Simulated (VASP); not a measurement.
# BiTe (R-3m) in VASP: a series of runs

The runs below take BiTe through single point, with PBE.

All numbers are computed with VASP 6.6.1; they aren't measurements. Logs are shortened: lines on timing, memory, paths and dates and some standing lists are left out, and cuts for length are marked.

### Step 1. The structure

The structure is trigonal, space group R-3m (No. 166). The conventional cell has a = 4.845 Å, b = 4.845 Å, c = 9.952 Å, α = 90.00°, β = 90.00°, γ = 120.00°. Bi (site symmetry -3m) is surrounded by 6 Te at 3.25 Å. Te (site symmetry -3m) has 6 Bi at 3.25 Å as nearest neighbours.

The cell comes from a database or a generator and needn't be the stable form of this composition.

### Step 2. Single point, PBE

The input, INCAR:

```
PREC = Accurate
ENCUT = 300
EDIFF = 1E-7
ISMEAR = 0
SIGMA = 0.05
LREAL = F
LASPH = T
NELM = 100
ALGO = Normal
ISIF = 2
LWAVE = F
LCHARG = F
GGA = PE
NBANDS = 18
ADDGRID = F
```

The input, KPOINTS:

```
Automatic mesh
0
Gamma
  7 7 7
```

The input, POSCAR:

```
BiTe
1.0
    2.4227077728      1.3987509848      3.3172919545
   -2.4227077728      1.3987509848      3.3172919545
    0.0000000000     -2.7975019696      3.3172919545
Bi Te
1 1
Direct
    0.5000000000      0.5000000000      0.5000000000
    0.0000000000      0.0000000000      0.0000000000
```

Potentials or basis: VASP PAW PBE potentials, release 64 (Bi_d, Te).

Launch:

```bash
$ cat potpaw_PBE.64/Bi_d/POTCAR potpaw_PBE.64/Te/POTCAR > POTCAR
$ mpirun -np 1 vasp_std > vasp.out
```

OUTCAR:

```text
PREC = Accurate
   ENCUT = 300
   EDIFF = 1E-7
   ISMEAR = 0
   LREAL = F
   LASPH = T
   NELM = 100
   ISIF = 2
   GGA = PE

 Found     44 irreducible k-points:

 Following reciprocal coordinates:
            Coordinates               Weight
  0.000000  0.000000  0.000000      1.000000
  0.142857 -0.000000  0.000000      6.000000
  0.285714 -0.000000  0.000000      6.000000
  0.428571 -0.000000  0.000000      6.000000
  0.142857  0.142857  0.000000      6.000000
  0.285714  0.142857  0.000000     12.000000
   k-points           NKPTS =     44   k-points in BZ     NKDIM =     44   number of bands    NBANDS=     18
   number of dos      NEDOS =    301   number of ions     NIONS =      2
   total plane-waves  NPLWV =  21952
   dimension x,y,z NGX =    28 NGY =   28 NGZ =   28
   dimension x,y,z NGXF=    56 NGYF=   56 NGZF=   56
   ions per type =               1   1
   NGX,Y,Z   is equivalent  to a cutoff of  10.73, 10.73, 10.73 a.u.
   NGXF,Y,Z  is equivalent  to a cutoff of  21.45, 21.45, 21.45 a.u.
 SYSTEM =  unknown system
   PREC   = accura    normal or accurate (medium, high low for compatibility)
   ISTART =      0    job   : 0-new  1-cont  2-samecut
   ICHARG =      2    charge: 1-file 2-atom 10-const
   ISPIN  =      1    spin polarized calculation?
   LNONCOLLINEAR =      F non collinear calculations
   LSORBIT =      F    spin-orbit coupling
   LASPH  =      T    aspherical Exc in radial PAW
   ENCUT  =  300.0 eV  22.05 Ry    4.70 a.u.   6.13  6.13  6.13*2*pi/ulx,y,z
   NELM   =    100;   NELMIN=  2; NELMDL= -5     # of ELM steps
   EDIFF  = 0.1E-06   stopping-criterion for ELM
   LREAL  =      F    real-space projection
   EDIFFG = 0.1E-05   stopping-criterion for IOM
   NSW    =      0    number of steps for IOM
   IBRION =     -1    ionic relax: 0-MD 1-quasi-New 2-CG
   NFREE  =      0    steps in history (QN), initial steepest desc. (CG)
   ISIF   =      2    stress and relaxation
   ISYM   =      2    0-nonsym 1-usesym 2-fastsym
   POTIM  = 0.5000    time-step for ionic-motion
   TEBEG  =    0.0;   TEEND  =   0.0 temperature during run
   PSTRESS=    0.0 pullay stress
   NELECT =      21.0000    total number of electrons
   NUPDOWN=      -1.0000    fix difference up-down
   EMIN   =  10.00;   EMAX   =-10.00  energy-range for DOS
   EFERMI =   0.00;   METHOD = LEGACY
   ISMEAR =     0;   SIGMA  =   0.05  broadening in eV -4-tet -1-fermi 0-gaus
   EFERMI_NEDOS =   21; number of points for ismear=-14 and -15
   IALGO  =     38    algorithm
   IMIX   =      4    mixing-type and parameters
     AMIX     =   0.40;   BMIX     =  1.00
     AMIX_MAG =   1.60;   BMIX_MAG =  1.00
  volume/ion in A,a.u.               =      33.72       227.58
  Fermi-wavevector in a.u.,A,eV,Ry     =   1.109573  2.096789 16.750837  1.231152
  Thomas-Fermi vector in A             =   2.246114
   LORBIT       =      0    0 simple, 1 ext, 2 COOP (PROOUT), +10 PAW based schemes
   GGA     = PE    functional components
   LHFCALC =     F    Hartree Fock is set to
   AEXX    =    0.0000 exact exchange contribution
   IVDW    =     0    specifies the selected vdW correction
   LEPSILON=     F    determine dielectric tensor
   LRPA    =     F    only Hartree local field effects (RPA)
 non-spin polarized calculation
 Gauss-broadening in eV      SIGMA  =   0.05
  energy-cutoff  :      300.00
  volume of cell :       67.45
 maximum number of plane-waves:       810
 NGX is ok and might be reduce to    28
   NGX = 13   NGY = 13   NGZ = 13

 number of electron      20.9999986 magnetization

 Free energy of the ion-electron system (eV)
  ---------------------------------------------------
  ext. energy  EPLUGINS =         0.00000000
  ---------------------------------------------------
  free energy    TOTEN  =        -7.16906719 eV

  energy without entropy =       -7.16817279  energy(sigma->0) =       -7.16861999

 E-fermi :   6.7049     XC(G=0):  -9.4773

 val. band max:        6.6537871623   @ k =  -0.4286   0.2857   0.2857
 cond. band min:       6.7279313343   @ k =   0.2857   0.2857   0.2857
 fundamental gap:      0.0741441721
 Fermi energy:         6.7048994175

 k-point     1 :       0.0000    0.0000    0.0000
  band No.  band energies     occupation
      1     -16.5499      2.00000
      2     -16.5499      2.00000
      3     -16.5306      2.00000
      4     -16.5306      2.00000
      5     -16.5135      2.00000
      6      -6.8106      2.00000
      7      -1.6042      2.00000
      8       3.7617      2.00000
      9       3.7617      2.00000
     10       5.0671      2.00000
     11       8.5483      0.00000
     12       9.1756      0.00000
     13       9.1756      0.00000
     14      10.7435      0.00000
     15      10.7435      0.00000
     16      12.8966      0.00000
     17      13.3193      0.00000
     18      13.5537      0.00000

 k-point     2 :       0.1429   -0.0000    0.0000
  band No.  band energies     occupation
      1     -16.5499      2.00000
      2     -16.5497      2.00000
      3     -16.5318      2.00000
      4     -16.5294      2.00000
      5     -16.5132      2.00000
      6      -6.6371      2.00000
      7      -2.0391      2.00000
      8       3.8773      2.00000
      9       4.0272      2.00000
     10       4.9953      2.00000
     11       7.9309      0.00000
     12       8.4719      0.00000
     13       8.5947      0.00000
     14      11.0284      0.00000
     15      11.2212      0.00000
     16      13.0841      0.00000
     17      13.9255      0.00000
     18      14.3364      0.00000

 k-point     3 :       0.2857   -0.0000    0.0000
  band No.  band energies     occupation
      1     -16.5502      2.00000
      2     -16.5492      2.00000
      3     -16.5337      2.00000
      4     -16.5266      2.00000
      5     -16.5121      2.00000
      6      -6.1252      2.00000
      7      -3.0578      2.00000
      8       4.2182      2.00000
      9       4.5016      2.00000
     10       5.0734      2.00000
     11       6.7926      0.01312
     12       7.2491      0.00000
     13       7.7453      0.00000
     14      11.8419      0.00000
     15      11.8799      0.00000
     16      14.1722      0.00000
     17      15.3675      0.00000
     18      16.1963      0.00000

 k-point     4 :       0.4286   -0.0000    0.0000
  band No.  band energies     occupation
      1     -16.5505      2.00000
      2     -16.5489      2.00000
      3     -16.5351      2.00000
      4     -16.5249      2.00000
      5     -16.5101      2.00000
      6      -5.3094      2.00000
      7      -4.2253      2.00000
      8       4.6991      2.00000
      9       4.7905      2.00000
     10       5.5031      2.00000
     11       5.9129      2.00000
     12       6.2505      2.00000
     13       7.0922      0.00000
     14      12.7904      0.00000
     15      13.1002      0.00000
     16      14.2182      0.00000
     17      15.1081      0.00000
     18      16.4136      0.00000

 k-point     5 :       0.1429    0.1429    0.0000
  band No.  band energies     occupation
      1     -16.5509      2.00000
      2     -16.5490      2.00000
      3     -16.5317      2.00000
      4     -16.5280      2.00000
      5     -16.5133      2.00000
      6      -6.5672      2.00000
      7      -2.0679      2.00000
      8       3.3844      2.00000
      9       4.1791      2.00000
     10       5.2101      2.00000
     11       6.7896      0.01661
     12       8.8980      0.00000
     13       9.2916      0.00000
     14      10.6031      0.00000
     15      11.7145      0.00000
     16      12.8095      0.00000
     17      13.4176      0.00000
     18      13.8028      0.00000

 k-point     6 :       0.2857    0.1429    0.0000
  band No.  band energies     occupation
      1     -16.5516      2.00000
      2     -16.5486      2.00000
      3     -16.5331      2.00000
      4     -16.5251      2.00000
      5     -16.5124      2.00000
      6      -6.1653      2.00000
      7      -2.7560      2.00000
      8       3.3489      2.00000
      9       4.2363      2.00000
     10       4.7418      2.00000
     11       6.5258      2.00000
     12       8.3228      0.00000
     13       9.1027      0.00000
     14      10.4946      0.00000
     15      12.5198      0.00000
     16      14.0827      0.00000
     17      14.2966      0.00000
     18      15.1108      0.00000

 [... further k-points ...]

------------------------ aborting loop because EDIFF is reached ----------------------------------------

  FORCE on cell =-STRESS in cart. coord.  units (eV):
  Direction    XX          YY          ZZ          XY          YZ          ZX
  --------------------------------------------------------------------------------------
  -------------------------------------------------------------------------------------
  Total       -0.0193357     -0.0193357     -0.1098579      0.0000000      0.0000000      0.0000000
  in kB       -0.4592979     -0.4592979     -2.6095499      0.0000000      0.0000000      0.0000000
  external PRESSURE =      -1.1760486 kB  Pullay stress =       0.0000000 kB

 VOLUME and BASIS-vectors are now :
 -----------------------------------------------------------------------------
  energy-cutoff  :      300.00
  volume of cell :       67.45
      direct lattice vectors                 reciprocal lattice vectors
     2.422707773  1.398750985  3.317291954     0.206380648  0.119153923  0.100483568
    -2.422707773  1.398750985  3.317291954    -0.206380648  0.119153923  0.100483568
     0.000000000 -2.797501970  3.317291954     0.000000000 -0.238307845  0.100483568

 POSITION                                       TOTAL-FORCE (eV/Angst)
 -----------------------------------------------------------------------------------
      0.00000      0.00000      4.97594         0.000000     -0.000000     -0.000000
      0.00000      0.00000      0.00000        -0.000000      0.000000      0.000000
 -----------------------------------------------------------------------------------
    total drift:                               -0.000000     -0.000000      0.000000

  FREE ENERGIE OF THE ION-ELECTRON SYSTEM (eV)
  ---------------------------------------------------
  free  energy   TOTEN  =        -7.1690671884 eV

  energy  without entropy=       -7.1681727932  energy(sigma->0) =       -7.16861999
```

It took 25 s on 1 thread of Intel Xeon 6975P-C (Granite Rapids), shared host; peak memory 0.16 GiB.

These settings aren't checked as converged: the numbers below hold their error.

Results:

```yaml
Free_energy: -7.1691 eV
Pressure: -0.1 GPa
Band_gap_on_the_k_mesh: none (metal or under the smearing width)
```

Caveat: the cutoff is under 1.25 times the usual one of these potentials, so pressure, stress and relaxed cells hold a basis-set (Pulay) error; spin-orbit coupling is left out, which moves the levels of the heavy elements.

### Step 3. Single point, PBE

INCAR is that of step 2.

KPOINTS is that of step 2.

The input, POSCAR:

```
BiTe
1.0
    2.4227077728      1.3987509848      3.3172919545
   -2.4227077728      1.3987509848      3.3172919545
    0.0000000000     -2.7975019696      3.3172919545
Bi Te
1 1
Direct
    0.5120250000      0.5038480000      0.5048510000
   -0.0040940000     -0.0152210000     -0.0035880000
```

Potentials or basis: VASP PAW PBE potentials, release 64 (Bi_d, Te).

Launch:

```bash
$ cat potpaw_PBE.64/Bi_d/POTCAR potpaw_PBE.64/Te/POTCAR > POTCAR
$ mpirun -np 1 vasp_std > vasp.out
```

OUTCAR:

```text
PREC = Accurate
   ENCUT = 300
   EDIFF = 1E-7
   ISMEAR = 0
   LREAL = F
   LASPH = T
   NELM = 100
   ISIF = 2
   GGA = PE

 Found    172 irreducible k-points:

 Following reciprocal coordinates:
            Coordinates               Weight
  0.000000  0.000000  0.000000      1.000000
  0.142857 -0.000000  0.000000      2.000000
 -0.000000  0.142857  0.000000      2.000000
  0.000000  0.000000  0.142857      2.000000
  0.285714 -0.000000  0.000000      2.000000
 -0.000000  0.285714  0.000000      2.000000
[... 81 lines left out ...]
      5     -16.5030      2.00000
      6      -6.8238      2.00000
[... 103 lines left out ...]
      5     -16.5014      2.00000
      6      -6.1403      2.00000
[... 10 lines left out ...]
     17      15.3664      0.00000
     18      16.1838      0.00000

 [... further k-points ...]
[... 5 lines left out ...]
  --------------------------------------------------------------------------------------
  -------------------------------------------------------------------------------------
  Total        0.0464563      0.1080304     -0.0221796      0.0080176      0.0237257     -0.0058667
  in kB        1.1035171      2.5661387     -0.5268517      0.1904501      0.5635778     -0.1393577
  external PRESSURE =       1.0476014 kB  Pullay stress =       0.0000000 kB

 VOLUME and BASIS-vectors are now :
 -----------------------------------------------------------------------------
  energy-cutoff  :      300.00
  volume of cell :       67.45
      direct lattice vectors                 reciprocal lattice vectors
     2.422707773  1.398750985  3.317291954     0.206380648  0.119153923  0.100483568
    -2.422707773  1.398750985  3.317291954    -0.206380648  0.119153923  0.100483568
     0.000000000 -2.797501970  3.317291954     0.000000000 -0.238307845  0.100483568

 POSITION                                       TOTAL-FORCE (eV/Angst)
 -----------------------------------------------------------------------------------
      0.01981      0.00863      5.04469         0.014815     -0.057357     -0.172964
      0.02696     -0.01698      9.87590        -0.014815      0.057357      0.172964
 -----------------------------------------------------------------------------------
    total drift:                               -0.001152     -0.000651     -0.000405

  FREE ENERGIE OF THE ION-ELECTRON SYSTEM (eV)
  ---------------------------------------------------
  free  energy   TOTEN  =        -7.1580475251 eV

  energy  without entropy=       -7.1573316905  energy(sigma->0) =       -7.15768961
```

Run time: 48 s. Hardware: 1 thread of Intel Xeon 6975P-C (Granite Rapids), shared host; peak memory 0.21 GiB.

These settings aren't checked as converged: the numbers below hold their error.

What came out:

```yaml
Free_energy: -7.1580 eV
Pressure: 0.1 GPa
Largest_force: 0.183 eV/Å
Band_gap_on_the_k_mesh: none (metal or under the smearing width)
```

Caveat: the cutoff is under 1.25 times the usual one of these potentials, so pressure, stress and relaxed cells hold a basis-set (Pulay) error; spin-orbit coupling is left out, which moves the levels of the heavy elements.

### Step 4. Single point, PBE

Edit INCAR of step 3 so:

```diff
@@ -1,3 +1,3 @@
 PREC = Accurate
-ENCUT = 300
+ENCUT = 450
 EDIFF = 1E-7
```

The input, KPOINTS:

```
Automatic mesh
0
Gamma
  6 6 6
```

The input, POSCAR:

```
BiTe
1.0
    2.4227077728      1.3987509848      3.3172919545
   -2.4227077728      1.3987509848      3.3172919545
    0.0000000000     -2.7975019696      3.3172919545
Bi Te
1 1
Direct
    0.5000000000      0.5000000000      0.5000000000
    0.0000000000      0.0000000000      0.0000000000
```

Potentials or basis: VASP PAW PBE potentials, release 64 (Bi_d, Te).

Launch:

```bash
$ cat potpaw_PBE.64/Bi_d/POTCAR potpaw_PBE.64/Te/POTCAR > POTCAR
$ mpirun -np 1 vasp_std > vasp.out
```

OUTCAR:

```text
PREC = Accurate
   ENCUT = 450
   EDIFF = 1E-7
   ISMEAR = 0
   LREAL = F
   LASPH = T
   NELM = 100
   ISIF = 2
   GGA = PE

 Found     32 irreducible k-points:

 Following reciprocal coordinates:
            Coordinates               Weight
  0.000000  0.000000  0.000000      1.000000
  0.166667 -0.000000  0.000000      6.000000
  0.333333 -0.000000  0.000000      6.000000
  0.500000 -0.000000  0.000000      3.000000
  0.166667  0.166667  0.000000      6.000000
  0.333333  0.166667  0.000000     12.000000
   k-points           NKPTS =     32   k-points in BZ     NKDIM =     32   number of bands    NBANDS=     18
   number of dos      NEDOS =    301   number of ions     NIONS =      2
   total plane-waves  NPLWV =  27000
   dimension x,y,z NGX =    30 NGY =   30 NGZ =   30
   dimension x,y,z NGXF=    60 NGYF=   60 NGZF=   60
   ions per type =               1   1
   NGX,Y,Z   is equivalent  to a cutoff of  11.49, 11.49, 11.49 a.u.
   NGXF,Y,Z  is equivalent  to a cutoff of  22.99, 22.99, 22.99 a.u.
 SYSTEM =  unknown system
   PREC   = accura    normal or accurate (medium, high low for compatibility)
   ISTART =      0    job   : 0-new  1-cont  2-samecut
   ICHARG =      2    charge: 1-file 2-atom 10-const
   ISPIN  =      1    spin polarized calculation?
   LNONCOLLINEAR =      F non collinear calculations
   LSORBIT =      F    spin-orbit coupling
   LASPH  =      T    aspherical Exc in radial PAW
   ENCUT  =  450.0 eV  33.07 Ry    5.75 a.u.   7.51  7.51  7.51*2*pi/ulx,y,z
   NELM   =    100;   NELMIN=  2; NELMDL= -5     # of ELM steps
   EDIFF  = 0.1E-06   stopping-criterion for ELM
[... 30 lines left out ...]
 non-spin polarized calculation
 Gauss-broadening in eV      SIGMA  =   0.05
  energy-cutoff  :      450.00
  volume of cell :       67.45
 maximum number of plane-waves:      1487
   NGX = 15   NGY = 15   NGZ = 15

 number of electron      20.9999993 magnetization

 Free energy of the ion-electron system (eV)
  ---------------------------------------------------
  ext. energy  EPLUGINS =         0.00000000
  ---------------------------------------------------
  free energy    TOTEN  =        -7.18429779 eV

  energy without entropy =       -7.18221579  energy(sigma->0) =       -7.18325679

 E-fermi :   6.6436     XC(G=0):  -9.4787

 val. band max:        6.6301050729   @ k =   0.5000   0.3333   0.1667
 cond. band min:       6.6758024866   @ k =   0.3333   0.3333   0.1667
 fundamental gap:      0.0456974137
 Fermi energy:         6.6435594346

 k-point     1 :       0.0000    0.0000    0.0000
  band No.  band energies     occupation
      1     -16.5620      2.00000
      2     -16.5620      2.00000
      3     -16.5492      2.00000
      4     -16.5492      2.00000
      5     -16.5345      2.00000
      6      -6.8132      2.00000
[... 103 lines left out ...]
      5     -16.5324      2.00000
      6      -5.9497      2.00000
[... 10 lines left out ...]
     17      14.8720      0.00000
     18      15.5843      0.00000

 [... further k-points ...]
[... 5 lines left out ...]
  --------------------------------------------------------------------------------------
  -------------------------------------------------------------------------------------
  Total       -0.0018230     -0.0018230     -0.1336184      0.0000000      0.0000000      0.0000000
  in kB       -0.0433038     -0.0433038     -3.1739526      0.0000000      0.0000000      0.0000000
  external PRESSURE =      -1.0868534 kB  Pullay stress =       0.0000000 kB

 VOLUME and BASIS-vectors are now :
 -----------------------------------------------------------------------------
  energy-cutoff  :      450.00
  volume of cell :       67.45
      direct lattice vectors                 reciprocal lattice vectors
     2.422707773  1.398750985  3.317291954     0.206380648  0.119153923  0.100483568
    -2.422707773  1.398750985  3.317291954    -0.206380648  0.119153923  0.100483568
     0.000000000 -2.797501970  3.317291954     0.000000000 -0.238307845  0.100483568

 POSITION                                       TOTAL-FORCE (eV/Angst)
 -----------------------------------------------------------------------------------
      0.00000      0.00000      4.97594         0.000000      0.000000     -0.000000
      0.00000      0.00000      0.00000         0.000000      0.000000      0.000000
 -----------------------------------------------------------------------------------
    total drift:                               -0.000000      0.000000      0.000000

  FREE ENERGIE OF THE ION-ELECTRON SYSTEM (eV)
  ---------------------------------------------------
  free  energy   TOTEN  =        -7.1842977948 eV

  energy  without entropy=       -7.1822157894  energy(sigma->0) =       -7.18325679
```

It took 27 s on 1 thread of Intel Xeon 6975P-C (Granite Rapids), shared host; peak memory 0.18 GiB.

These settings aren't checked as converged: the numbers below hold their error.

What came out:

```yaml
Free_energy: -7.1843 eV
Pressure: -0.1 GPa
Band_gap_on_the_k_mesh: none (metal or under the smearing width)
```

Caveat: spin-orbit coupling is left out, which moves the levels of the heavy elements.

[end of part 1 of 2]
